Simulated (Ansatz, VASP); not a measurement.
**One calculation of Pd, two programs**

The input INCAR:

```
PREC = Accurate ; ENCUT = 520
EDIFF = 1E-6 ; ISMEAR = 0
SIGMA = 0.1 ; LREAL = F
LASPH = T ; NELM = 100
ALGO = Fast ; ISIF = 2
LWAVE = F ; LCHARG = F
GGA = PE ; NBANDS = 11
```

The input KPOINTS:

```
Automatic mesh
0
Gamma
  20 20 20
```

Contents of POSCAR:

```
Pd
1.0
    0.0000000000      1.8698441104      1.8698441104
    1.8698441104      0.0000000000      1.8698441104
    1.8698441104      1.8698441104      0.0000000000
Pd
1
Direct
    0.0000000000      0.0000000000      0.0000000000
```

Input for Ansatz:

```yaml
crystal:
  lattice:
    - [0.0, 1.8698441104, 1.8698441104]
    - [1.8698441104, 0.0, 1.8698441104]
    - [1.8698441104, 1.8698441104, 0.0]
  atoms:
    - { symbol: Pd, position: [0.0, 0.0, 0.0] }
basis:
  ecutwfc: 420
kpoints:
  mp_grid: { grid: [20, 20, 20] }
hamiltonian:
  xc: pbe
scf:
  occupations: { method: gaussian, width: 0.1 }
output:
  forces: true
  stress: true
  eigenvalues: true
  populations: true
```

Alike in both runs: task single point; functional PBE; k mesh 20 × 20 × 20; occupations gaussian, width 0.1 eV; no spin polarisation.

|  | VASP | Ansatz |
| --- | --- | --- |
| version | VASP 6.6.1 | Ansatz 0.2.0 |
| potentials or method | VASP PAW PBE potentials, release 64 (Pd) | scalar-relativistic, plane waves, PAW |
| plane-wave cutoff (eV) | 520 | 420 |
| valence electrons in the cell | 10 | 18 |

Ansatz gave:

```
gap on the k mesh at the Fermi level (eV) : none
pressure (GPa)                            : 41.0
```

**Question.** Which values does VASP return?

**Answer.** gap on the k mesh at the Fermi level (eV): none; pressure (GPa): 40.4.

A gap of «none» marks a metal or a gap that the smearing closes. The two sets of potentials don't hold the same shells in valence.

Caveats: so large a pressure means that the cell lies far from this level's equilibrium, or that cutoff or potentials fall short (VASP).
